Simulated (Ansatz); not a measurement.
# The I–V curve of a Sc/ZnO/Mg junction, part 5 of 5

Wanted: I(V) for Sc/ZnO/Mg. The lower electrode is Sc hcp(0001), the upper one Mg hcp(0001); the barrier is ZnO wurtzite(0001) (whole bilayers). In the first transport cell, after relaxation, the nearest pair of electrode and barrier is Sc–O at 2.40 Å, at a slant, at the lower face and Mg–Zn at 2.95 Å, at a slant, at the upper one. All share a net of side 3.29 Å, which strains the lower electrode by -0.9 %, the upper one by +3.1 % and the barrier by +0.0 %, against typed lattice constants near PBE's. The first steps treat the bulk electrodes alone.

Ansatz 0.2.0; PBE DFT, plane waves, PAW files (the session's first sound run).

So far, transmission at the Fermi level (a spin, zone mean): step 6 (the open system: T(E)) 0.0249.

## Step 7: A check of the settings: output.current_voltage.de = 0.01

This step: PBE DFT, plane waves, PAW files; current against voltage, self-consistent between two reservoirs; changed: output.current_voltage.de = 0.01 (Ansatz 0.2.0).

It is meant to test what the energy window and step decide. Where the input is shown as a difference, that is against the step before, not the twin.

input.yaml

```yaml
crystal:
  lattice:
    - [3.29, 0.0, 0.0]
    - [-1.645, 2.8492235785, 0.0]
    - [0.0, 0.0, 72.9752497033]
  atoms:
    - { symbol: Sc, position: [0.0, 0.0, 0.0959229332] }
    - { symbol: Sc, position: [0.33333333, 0.66666667, 0.1316251467] }
    - { symbol: Sc, position: [0.0, 0.0, 0.1673273603] }
    - { symbol: Sc, position: [0.33333333, 0.66666667, 0.2030295739] }
    - { symbol: Sc, position: [0.0, 0.0, 0.2387317875] }
    - { symbol: Sc, position: [0.33333333, 0.66666667, 0.274434001] }
    - { symbol: Sc, position: [0.0, 0.0, 0.3101362146] }
    - { symbol: Sc, position: [0.33333333, 0.66666667, 0.3458384282] }
    - { symbol: Sc, position: [0.0, 0.0, 0.3815406417] }
    - { symbol: Sc, position: [0.33333333, 0.66666667, 0.4172428553] }
    - { symbol: Sc, position: [0.0, 0.0, 0.4529264544] }
    - { symbol: O, position: [0.33333333, 0.66666667, 0.4730183103] }
    - { symbol: Zn, position: [0.66666667, 0.33333333, 0.4868748192] }
    - { symbol: O, position: [0.66666667, 0.33333333, 0.5132698547] }
    - { symbol: Zn, position: [0.33333333, 0.66666667, 0.5235225685] }
    - { symbol: Mg, position: [0.66666667, 0.33333333, 0.5544646916] }
    - { symbol: Mg, position: [0.0, 0.0, 0.590120825] }
    - { symbol: Mg, position: [0.66666667, 0.33333333, 0.6250048519] }
    - { symbol: Mg, position: [0.0, 0.0, 0.6598888788] }
    - { symbol: Mg, position: [0.66666667, 0.33333333, 0.6947729056] }
    - { symbol: Mg, position: [0.0, 0.0, 0.7296569325] }
    - { symbol: Mg, position: [0.66666667, 0.33333333, 0.7645409594] }
    - { symbol: Mg, position: [0.0, 0.0, 0.7994249862] }
    - { symbol: Mg, position: [0.66666667, 0.33333333, 0.8343090131] }
    - { symbol: Mg, position: [0.0, 0.0, 0.86919304] }
    - { symbol: Mg, position: [0.66666667, 0.33333333, 0.9040770668] }
kpoints:
  mp_grid: { grid: [12, 12, 1] }
scf:
  occupations: { method: fermi_dirac, width: 0.1 }
  max_iter: 150
hamiltonian:
  xc: pbe
output:
  current_voltage:
    bias: [0.3, 1.2, -0.3, -1.2]
    kmesh: [18, 18]
    leads: [[4, 6], [20, 22]]
    electrode_ends: [10, 15]
    de: 0.01
  write_potential: true
  write_density: true
  volumetric_format: npy
```

Started as:

```console
> ansatz run input.yaml --threads 4 --pin off --max-ram 16384MiB --backend cpu --events-out ev --progress --plain --runs-dir out
```

Numbers of over 12 decimals in the logs are rounded to 6 here.

Log:

```text
[...]
Crystal: 26 atoms, lattice volume = 684.066 Å³
Basis set: ecut = 420 eV, 13635 PW (Γ)
Bands: 161, of which v1, the nominal top of the filled ones, is band 134 counted from 1 (133 counted from 0)
Symmetry: 6 space group operations
[...]
k-points: 19 of 144 (time reversal used)
[...]
SCF iter   1: F=—  HF=-52428.964336 eV  |F-HF|=—  |Δ(HF+E_count)|=         —  Δρ=5.83e-3  dr2=4.65e1  ethr=1.77e-3  ⟨swp⟩=13.8  Hψ=14652  notcnv=0
[...]
SCF iter  10: F=-52428.857287 eV  HF=-52428.857287 eV  |F-HF|=5.38e-8  |Δ(HF+E_count)|=   6.85e-9  Δρ=2.32e-6  dr2=4.28e-8  ethr=3.75e-11  ⟨swp⟩=3.2  Hψ=5111  notcnv=0
SCF 1 converged in 10 iterations: F = -52428.857287 eV  dr2 = 4.28e-8
[...]
bias +0 V, iteration  1: dr2 2.12e-3 eV, mean Fermi level 5.8857 eV
bias +0 V, iteration  2: dr2 2.93e-4 eV, mean Fermi level 5.8883 eV
bias +0 V, iteration  3: dr2 6.69e-5 eV, mean Fermi level 5.8881 eV
bias +0 V, iteration  4: dr2 1.71e-5 eV, mean Fermi level 5.8883 eV
bias +0 V, iteration  5: dr2 8.34e-6 eV, mean Fermi level 5.8884 eV
bias +0 V, iteration  6: dr2 2.41e-6 eV, mean Fermi level 5.8884 eV
bias +0 V, iteration  7: dr2 1.10e-7 eV, mean Fermi level 5.8885 eV
bias +0 V, iteration  8: dr2 3.04e-8 eV, mean Fermi level 5.8885 eV
bias +0.3 V, iteration  1: dr2 1.18e2 eV, mean Fermi level 5.8005 eV
bias +0.3 V, iteration  2: dr2 1.07e1 eV, mean Fermi level 5.8588 eV
bias +0.3 V, iteration  3: dr2 1.07e-1 eV, mean Fermi level 5.8877 eV
bias +0.3 V, iteration  4: dr2 1.70e-3 eV, mean Fermi level 5.8930 eV
bias +0.3 V, iteration  5: dr2 1.35e-3 eV, mean Fermi level 5.8930 eV
bias +0.3 V, iteration  6: dr2 9.90e-5 eV, mean Fermi level 5.8929 eV
bias +0.3 V, iteration  7: dr2 2.75e-5 eV, mean Fermi level 5.8929 eV
bias +0.3 V, iteration  8: dr2 2.47e-6 eV, mean Fermi level 5.8929 eV
bias +0.3 V, iteration  9: dr2 2.33e-7 eV, mean Fermi level 5.8929 eV
bias +0.3 V, iteration 10: dr2 2.39e-8 eV, mean Fermi level 5.8929 eV
bias +1.2 V, iteration  1: dr2 5.06e2 eV, mean Fermi level 5.7201 eV
bias +1.2 V, iteration  2: dr2 1.96e1 eV, mean Fermi level 5.8483 eV
bias +1.2 V, iteration  3: dr2 9.63e-1 eV, mean Fermi level 5.8875 eV
bias +1.2 V, iteration  4: dr2 2.89e-2 eV, mean Fermi level 5.8940 eV
bias +1.2 V, iteration  5: dr2 1.84e-3 eV, mean Fermi level 5.8976 eV
bias +1.2 V, iteration  6: dr2 6.62e-4 eV, mean Fermi level 5.8973 eV
bias +1.2 V, iteration  7: dr2 3.39e-5 eV, mean Fermi level 5.8975 eV
bias +1.2 V, iteration  8: dr2 1.10e-5 eV, mean Fermi level 5.8976 eV
bias +1.2 V, iteration  9: dr2 2.92e-6 eV, mean Fermi level 5.8977 eV
bias +1.2 V, iteration 10: dr2 4.28e-7 eV, mean Fermi level 5.8977 eV
bias +1.2 V, iteration 11: dr2 1.20e-7 eV, mean Fermi level 5.8977 eV
bias +1.2 V, iteration 12: dr2 5.37e-8 eV, mean Fermi level 5.8977 eV
bias -0.3 V, iteration  1: dr2 9.42e-2 eV, mean Fermi level 5.8855 eV
bias -0.3 V, iteration  2: dr2 9.74e-3 eV, mean Fermi level 5.8843 eV
bias -0.3 V, iteration  3: dr2 5.91e-4 eV, mean Fermi level 5.8840 eV
bias -0.3 V, iteration  4: dr2 5.54e-5 eV, mean Fermi level 5.8837 eV
bias -0.3 V, iteration  5: dr2 2.30e-5 eV, mean Fermi level 5.8837 eV
bias -0.3 V, iteration  6: dr2 1.05e-5 eV, mean Fermi level 5.8837 eV
bias -0.3 V, iteration  7: dr2 1.19e-6 eV, mean Fermi level 5.8836 eV
bias -0.3 V, iteration  8: dr2 4.94e-8 eV, mean Fermi level 5.8836 eV
bias -1.2 V, iteration  1: dr2 4.47e2 eV, mean Fermi level 6.0607 eV
bias -1.2 V, iteration  2: dr2 7.48e1 eV, mean Fermi level 5.9530 eV
bias -1.2 V, iteration  3: dr2 2.16e0 eV, mean Fermi level 5.8884 eV
bias -1.2 V, iteration  4: dr2 8.02e-2 eV, mean Fermi level 5.8773 eV
bias -1.2 V, iteration  5: dr2 3.41e-3 eV, mean Fermi level 5.8742 eV
bias -1.2 V, iteration  6: dr2 1.31e-3 eV, mean Fermi level 5.8739 eV
bias -1.2 V, iteration  7: dr2 1.11e-4 eV, mean Fermi level 5.8741 eV
bias -1.2 V, iteration  8: dr2 3.05e-5 eV, mean Fermi level 5.8741 eV
bias -1.2 V, iteration  9: dr2 1.56e-6 eV, mean Fermi level 5.8741 eV
bias -1.2 V, iteration 10: dr2 4.29e-7 eV, mean Fermi level 5.8741 eV
bias -1.2 V, iteration 11: dr2 2.88e-8 eV, mean Fermi level 5.8741 eV
transmission: 163 of 1628 steps passed
transmission: 326 of 1628 steps passed
[...]
transmission: 1628 of 1628 steps passed
[...]
SCF converged after 10 iterations
Free energy (F): -52428.857287 eV
[...]
Internal energy: -52427.974168 eV  (E = F + TS)
E sigma→0 (E₀):  -52428.415728 eV
Entropy (-TS):   -0.883119 eV (-33.966 meV/atom)
Fermi energy:    5.886230 eV
[...]
--- Band table (eV; the first three rows and the last of 19) ---
  k-point 0: bands = [... 130 lower, 5.9695, 5.9769, 6.3670, 6.3728, 6.4231, 6.5424, 6.6516, 6.7551, ... 23 higher]
  k-point 1: bands = [... 130 lower, 5.9917, 6.0538, 6.2497, 6.2562, 6.3345, 6.4818, 6.6729, 6.7895, ... 23 higher]
  k-point 2: bands = [... 130 lower, 5.9431, 5.9683, 6.0173, 6.1432, 6.3190, 6.3511, 6.5384, 6.6990, ... 23 higher]
  k-point 18: bands = [... 130 lower, 5.4844, 5.5088, 5.6197, 5.6627, 5.6749, 5.6902, 5.7373, 5.8856, ... 23 higher]
--- Current–voltage curve ---
[...]
electrodes : end at 33.05 and 40.46 Å
  density    : 268 bands, filled at a thermal energy of 1.000e-1 eV; current at 300 K
[...]
-0.3    -4.6488e-7          -5.8686e-7           -4.6450e-7      2.9719e-10     -0.290          -1.57e-4           56.6   8
      -1.2    -2.5324e-6          -3.1097e-6           -2.5351e-6       1.9210e-8     -1.157          -2.92e-4           80.6   11
  At 0 V the conductance is 2.2635e-6 S, 2.4147e13 S/m².
[...]
```

Wall time 43 min (4 threads of Arm Neoverse V1, shared host); peak memory 5.5 GiB.

Checks by voltage:

```csv
bias (V),current density (ampere/m²),current on every other mesh point (ampere),drop across the junction (V),electrons moved,electrons in bound states,"misfit, lower lead (eV)","misfit, upper lead (eV)",iterations
-1.2,-2.70e13,-3.11e-6,-1.157,-2.92e-4,3.72e-4,0.08062,0.02026,11
-0.3,-4.96e12,-5.87e-7,-0.2901,-1.57e-4,6.90e-5,0.05665,0.01131,8
0,0,0,0,0,0,0.05067,0.01227,8
0.3,6.10e12,5.29e-7,0.2883,2.84e-4,7.50e-5,0.04276,0.01107,10
1.2,2.66e13,2.66e-6,1.153,7.33e-4,3.14e-4,0.02817,0.01209,12
```

Cell area 9.374 Å^2. The current through one cell by bias:

```csv
bias (V),current through one cell (μA)
-1.200,-2.53
-0.300,-0.465
0.000,0
0.300,0.572
1.200,2.50
```

Bias 0 V. Table of transmission and channels, zone mean by energy, zero at the mean Fermi level:

```csv
energy (eV),transmission,"channels, left","channels, right"
-0.260,0.0166,1.07,0.966
-0.240,0.0178,1.09,0.929
-0.210,0.0197,1.14,0.855
-0.190,0.0199,1.18,0.781
-0.160,0.0216,1.29,0.781
-0.140,0.0215,1.29,0.781
-0.110,0.0241,1.30,0.873
-0.090,0.0217,1.31,0.855
-0.060,0.0227,1.31,0.892
-0.040,0.0295,1.39,0.873
-0.010,0.0319,1.46,0.873
0.000,0.0304,1.48,0.873
0.010,0.0319,1.48,0.948
0.020,0.0322,1.48,0.948
0.040,0.0310,1.48,0.948
0.060,0.0267,1.46,0.910
0.090,0.0349,1.37,0.910
0.110,0.0261,1.39,0.904
0.140,0.0184,1.13,0.898
0.160,0.0233,1.13,0.898
0.170,0.0338,1.02,0.898
0.190,0.0176,0.722,0.898
0.210,0.0145,0.704,0.898
0.240,0.0138,0.593,0.935
0.260,0.0120,0.667,0.972
```

Bias 1.2 V. The transmission and channels, zone mean by energy, zero at the mean Fermi level:

```csv
energy (eV),transmission,"channels, left","channels, right"
-0.8500,0.0517,0.787,0.966
-0.8000,0.0565,0.787,0.855
-0.7700,0.0579,0.824,0.855
-0.7500,0.0561,0.880,0.744
-0.7100,0.0299,0.880,0.781
-0.7000,0.0274,0.843,0.873
-0.6500,0.0338,0.843,0.892
-0.6300,0.0390,0.843,0.892
-0.6000,0.0301,0.824,0.873
-0.5500,0.0397,0.824,0.948
-0.5000,0.0458,0.824,0.892
-0.4900,0.0471,0.824,0.910
-0.4500,0.0348,0.815,0.861
-0.4100,0.0134,0.778,0.898
-0.3500,0.0142,0.759,0.898
-0.3000,0.00903,0.722,0.935
-0.2500,0.0128,0.722,0.991
-0.2000,0.00861,0.648,1.14
-0.1500,0.00334,0.537,1.16
-0.1000,0.00367,0.546,1.12
-0.0600,0.00771,0.614,1.27
-0.0500,0.00938,0.651,1.25
-0.0100,0.0144,0.583,1.23
0.0500,0.0283,0.583,1.12
0.1000,0.0356,0.552,1.18
0.1100,0.0358,0.590,1.18
0.1500,0.0308,0.608,1.10
0.2000,0.0244,0.799,1.23
0.2500,0.0229,0.873,1.23
0.3000,0.0216,1.07,1.23
0.3500,0.0251,1.14,1.23
0.4100,0.0310,1.29,1.31
0.4500,0.0367,1.30,1.31
0.5000,0.0448,1.31,1.34
0.5500,0.0745,1.39,1.45
0.6000,0.0899,1.48,1.44
0.6300,0.0914,1.48,1.45
0.6500,0.0919,1.5,1.40
0.7000,0.0851,1.31,1.40
0.7500,0.0946,1.02,1.35
0.8000,0.101,0.667,1.32
0.8300,0.108,0.667,1.32
0.8500,0.107,0.630,1.32
```

Bias -1.2 V. Table of transmission and channels, zone mean by energy, zero at the mean Fermi level:

```csv
energy (eV),transmission,"channels, left","channels, right"
-0.8500,0.0227,1.07,1.08
-0.8000,0.0228,1.14,1.08
-0.7500,0.0259,1.29,1.11
-0.7300,0.0287,1.29,1.11
-0.7000,0.0296,1.30,1.09
-0.6500,0.0323,1.31,1.09
-0.6000,0.0357,1.43,1.09
-0.5500,0.0410,1.48,1.07
-0.5400,0.0418,1.48,1.07
-0.5000,0.0421,1.46,1.06
-0.4600,0.0449,1.35,1.06
-0.4500,0.0403,1.20,1.09
-0.4100,0.0389,1.06,0.981
-0.3500,0.0254,0.593,0.944
-0.3000,0.0223,0.568,0.926
-0.2500,0.0224,0.568,0.889
-0.2000,0.0166,0.512,0.904
-0.1500,0.0198,0.623,0.904
-0.1000,0.0220,0.611,0.762
-0.0500,0.0217,0.571,0.762
-0.0100,0.0281,0.571,0.818
0.0100,0.0358,0.571,0.836
0.0500,0.0123,0.515,0.873
0.1000,0.00101,0.590,0.762
0.1500,0.00121,0.627,0.762
0.2000,0.00276,0.682,0.873
0.2500,0.00303,0.719,0.873
0.3000,0.00503,0.719,0.966
0.3500,0.0101,0.775,0.855
0.4100,0.0173,1.03,0.781
0.4500,0.0425,1.08,0.873
0.5000,0.0763,1.15,0.892
0.5200,0.0934,1.32,0.892
0.5500,0.0776,1.19,0.873
0.6000,0.0909,1.43,0.948
0.6500,0.0885,1.34,0.892
0.6800,0.0961,1.46,0.910
0.7000,0.0805,1.40,0.861
0.7400,0.107,1.27,0.898
0.7500,0.0959,1.27,0.898
0.8000,0.110,1.10,0.898
0.8300,0.118,1.12,0.972
0.8500,0.111,1.11,0.935
```

Hartree potential energy less that at 0 V, planar mean against z:

```csv
z (Å),0.3 V (eV),1.2 V (eV),-0.3 V (eV),-1.2 V (eV)
0,0.0155,0.0625,-0.0176,-0.0565
5,0.158,0.624,-0.159,-0.629
10,0.155,0.610,-0.155,-0.614
15,0.154,0.608,-0.155,-0.613
20,0.152,0.600,-0.153,-0.604
25,0.151,0.584,-0.152,-0.595
30,0.140,0.499,-0.144,-0.569
35,-0.0555,0.0461,0.0719,0.148
40,-0.135,-0.554,0.134,0.546
45,-0.137,-0.561,0.136,0.543
50,-0.138,-0.566,0.138,0.551
55,-0.139,-0.565,0.139,0.560
60,-0.143,-0.582,0.142,0.575
65,-0.145,-0.588,0.144,0.585
70,-0.0785,-0.312,0.0764,0.320
```

The zero-bias conductance is 2.4e13 S/m² against 2.4e13 S/m² in the twin: no change within 1 %.

## Step 8: Summary of results

```yaml
conductance_at_zero_bias: 2.4e13 S/m²
current_density_at_minus_1p2_v: -2.7e13 A/m²
current_density_at_minus_0p3_v: -5.0e12 A/m²
current_density_at_plus_0p3_v: 6.1e12 A/m²
current_density_at_plus_1p2_v: 2.7e13 A/m²
```

**Reading.** At 1.2 V the junction carries 2.7e13 A/m². Against the linear law (zero-bias conductance times bias) the currents are 0.92 (-1.2 V), 0.68 (-0.3 V), 0.84 (+0.3 V) and 0.92 (+1.2 V) times as large. At the Fermi level the layers of the barrier in the wide-window run (4 planes) hold from 0.015 to 0.10 states an eV and atom. The forward current is 1.2 times the reverse one at ±0.3 V and 1.0 times the reverse one at ±1.2 V. On every other mesh point the current differs by up to 26 %, and the leads' misfit reaches 81 meV; ratios near 1 within such errors aren't resolved. Between 96 and 97 % of the bias drops across the junction. No spin-orbit coupling, phonons, disorder or image charges enter; the interfaces are ordered, one cell wide and lattice-matched by strain. Semilocal gaps are too small, which can bring a band edge of the barrier nearer to the Fermi level than it is.

[Logs are printed without paths, hosts, clocks, repeated set-up lines and the standing remarks that a program may print on its own settings, such as how far it seeks lower states.]

[Hosts, paths, dates, database ids (printed as entryN), source tags and the programs' standing remarks are cut or masked in the printed files.]
